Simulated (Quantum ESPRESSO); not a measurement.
A calculation with Quantum ESPRESSO 7.5 of CuCl2 (native input, structure typed inline):

The input pw.in:

```
&CONTROL
  calculation = 'scf'
  prefix = 'pwscf'
  outdir = './tmp'
  pseudo_dir = './pseudo'
  tprnfor = .true.
  tstress = .true.
  disk_io = 'low'
/
&SYSTEM
  ibrav = 0
  celldm(1) = 8
  nat = 3
  ntyp = 2
  ecutwfc = 56
  ecutrho = 448
  nbnd = 24
  occupations = 'smearing'
  smearing = 'fd'
  degauss = 0.00367493
/
&ELECTRONS
  conv_thr = 6d-10
  electron_maxstep = 120
  mixing_beta = 0.5
/
ATOMIC_SPECIES
Cu    63.5460 cu_pbesol_v1.2.uspp.F.UPF
Cl    35.4500 cl_pbesol_v1.4.uspp.F.UPF
CELL_PARAMETERS alat
 -0.5326332449559   0.5326332449559   1.6204172389373
  0.5326332449559  -0.5326332449559   1.6204172389373
  0.5326332449559   0.5326332449559  -1.6204172389373
ATOMIC_POSITIONS crystal
Cu     0.0000000000    0.0000000000    0.0000000000
Cl     0.0000000000    0.5000000000    0.5000000000
Cl     0.5000000000    0.0000000000    0.5000000000
K_POINTS automatic
8 8 8 0 0 0
```

Contents of pp_density.in:

```
&INPUTPP
  prefix = 'pwscf'
  outdir = './tmp'
  filplot = 'density.dat'
  plot_num = 0
/
&PLOT
  nfile = 1
  filepp(1) = 'density.dat'
  iflag = 3
  output_format = 6
  fileout = 'density.cube'
/
```

pp_potential.in

```
&INPUTPP
  prefix = 'pwscf'
  outdir = './tmp'
  filplot = 'potential.dat'
  plot_num = 11
/
&PLOT
  nfile = 1
  filepp(1) = 'potential.dat'
  iflag = 3
  output_format = 6
  fileout = 'potential.cube'
/
```

Potentials or basis: GBRV 1.5 PBEsol.

The run is started by

```bash
$ OMP_NUM_THREADS=1 mpirun -n 2 pw.x -nk 2 -in pw.in > pw.out
$ OMP_NUM_THREADS=1 mpirun -n 1 pp.x -in pp_density.in > pp_density.out
$ OMP_NUM_THREADS=1 mpirun -n 1 pp.x -in pp_potential.in > pp_potential.out
```

Measurements of this composition are mostly on another form, of space group No. 12.

Q: Write the same calculation in another form: ASE script, structure typed inline.

A: As run:

Contents of run.py:

```python
import numpy as np
from ase.calculators.espresso import Espresso, EspressoProfile
from ase import Atoms

atoms = Atoms(['Cu', 'Cl', 'Cl'],
              cell=[[-2.254859, 2.254859, 6.859903], [2.254859, -2.254859, 6.859903], [2.254859, 2.254859, -6.859903]],
              scaled_positions=[[0.0, 0.0, 0.0], [0.0, 0.5, 0.5], [0.5, 0.0, 0.5]],
              pbc=True)

input_data = {
    'control': {'calculation': 'scf', 'prefix': 'pwscf', 'outdir': './tmp', 'tprnfor': True, 'tstress': True, 'disk_io': 'nowf'},
    'system': {'ecutwfc': 56.0, 'ecutrho': 448.0, 'nbnd': 24, 'occupations': 'smearing', 'smearing': 'fd', 'degauss': 0.00367493},
    'electrons': {'conv_thr': 6e-10, 'electron_maxstep': 120, 'mixing_beta': 0.5},
}
pseudopotentials = {'Cl': 'cl_pbesol_v1.4.uspp.F.UPF', 'Cu': 'cu_pbesol_v1.2.uspp.F.UPF'}
profile = EspressoProfile(command='mpirun -n 2 pw.x -nk 2', pseudo_dir='pseudo')
dft = Espresso(profile=profile, input_data=input_data, pseudopotentials=pseudopotentials, kpts=(8, 8, 8), koffset=(0, 0, 0))
atoms.calc = dft

print(f'energy {atoms.get_potential_energy():.8f} eV')
print('forces (eV/A)')
print(np.round(atoms.get_forces(), 6))
print('stress (eV/A^3, Voigt)')
print(np.round(atoms.get_stress(), 8))
print(f'Fermi level {dft.get_fermi_level():.4f} eV')
```

Potentials or basis: GBRV 1.5 PBEsol.

Run with:

```console
$ OMP_NUM_THREADS=1 python run.py
```

Both were run:

|  | native input, structure typed inline | ASE script, structure typed inline |
| --- | --- | --- |
| Pressure | -0.9 GPa | -0.9 GPa |
| Band gap on the k mesh | none (metal or under the smearing width) | none (metal or under the smearing width) |

Keys that steer only the numerical path or the files written may differ.

Caveat: an odd number of electrons without spin polarisation forces a metal; a magnetic or distorted state may lie lower; the run has no spin polarisation, though such a crystal can be magnetic; semilocal functionals often make such compounds metallic where correlation or magnetic order opens a gap, which also shifts bond lengths.
